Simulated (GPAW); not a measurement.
Here is a GPAW 26.7.0 calculation.

The input run.py:

```python
from ase import Atoms
from ase.dft.bandgap import bandgap
from ase.io import write
from ase.units import GPa
from gpaw import GPAW, PW, setup_paths

setup_paths.insert(0, '.')

atoms = Atoms(['In', 'In', 'Se', 'Se'],
              cell=[[2.0, 1.1547005384, 8.44],
                    [-2.0, 1.1547005384, 8.44],
                    [0.0, -2.3094010768, 8.44]],
              scaled_positions=[[0.8886, 0.8886, 0.8886],
                                [0.0, 0.0, 0.0],
                                [0.1719, 0.1719, 0.1719],
                                [0.3835, 0.3835, 0.3835]],
              pbc=True)

calc = GPAW(mode=PW(600),
            xc='PBEsol',
            kpts={'size': (8, 8, 8), 'gamma': True},
            occupations={'name': 'fermi-dirac', 'width': 0.05},
            nbands=32,
            convergence={'density': 1e-05, 'energy': 1e-05},
            maxiter=150,
            txt='gpaw.txt')
atoms.calc = calc
energy = atoms.get_potential_energy()
forces = atoms.get_forces()
stress = atoms.get_stress()
calc.write('gs.gpw')
write('result.traj', atoms)
print(f'Energy: {energy:.6f} eV')
print('Forces (eV/A):')
print(forces.round(4))
print('Stress (GPa):', (stress / GPa).round(3))
print('Fermi level:', round(calc.get_fermi_level(), 4), 'eV')
print(f'Gap: {bandgap(calc)[0]:.4f} eV, direct: {bandgap(calc, direct=True)[0]:.4f} eV')
```

Potentials or basis: PAW data sets generated in the run's folder for this functional, pw.

Command:

```bash
$ gpaw-setup -f PBEsol In Se
$ OMP_NUM_THREADS=1 python run.py
```

**Question.** Estimate the pressure.

**Answer.** -0.1 GPa.

**Question.** Predict the largest force.

**Answer.** 0.313 eV/Å.

Stress tensor (GPa, compression positive):
```
 0.27  0.00  0.00
 0.00  0.27  0.00
 0.00  0.00 -0.72
```

Caveat: spin-orbit coupling is left out, which moves the levels of the heavy elements; the program warned that so skewed a cell can give wrong results.
